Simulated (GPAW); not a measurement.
Here is a GPAW 26.7.0 calculation.

File run.py:

```python
from ase import Atoms
from ase.dft.bandgap import bandgap
from ase.io import write
from gpaw import GPAW, PW

atoms = Atoms(['In', 'As'],
              cell=[[0.0, 2.877304, 2.877304],
                    [2.877304, 0.0, 2.877304],
                    [2.877304, 2.877304, 0.0]],
              scaled_positions=[[0.5, 0.5, 0.5],
                                [0.0, 0.0, 0.0]],
              pbc=True)

calc = GPAW(mode=PW(600),
            xc={'name': 'vdW-DF2', 'backend': 'libvdwxc'},
            kpts={'size': (8, 8, 8), 'gamma': True},
            occupations={'name': 'fermi-dirac', 'width': 0.05},
            nbands=18,
            convergence={'density': 1e-05, 'energy': 1e-05},
            maxiter=150,
            txt='gpaw.txt')
atoms.calc = calc
energy = atoms.get_potential_energy()
forces = atoms.get_forces()
calc.write('gs.gpw')
write('result.traj', atoms)
print(f'Energy: {energy:.6f} eV')
print('Forces (eV/A):')
print(forces.round(4))
print('Fermi level:', round(calc.get_fermi_level(), 4), 'eV')
print(f'Gap: {bandgap(calc)[0]:.4f} eV, direct: {bandgap(calc, direct=True)[0]:.4f} eV')
```

Potentials or basis: GPAW PAW data sets (gpaw-data 1.2.1), pw.

Launch:

```bash
$ OMP_NUM_THREADS=1 python run.py
```

Q: What does it give for the band gap on the k mesh?

A: None (metal or under the smearing width).

Caveat: the PAW data sets were made with another functional, which shifts forces and pressure a little.
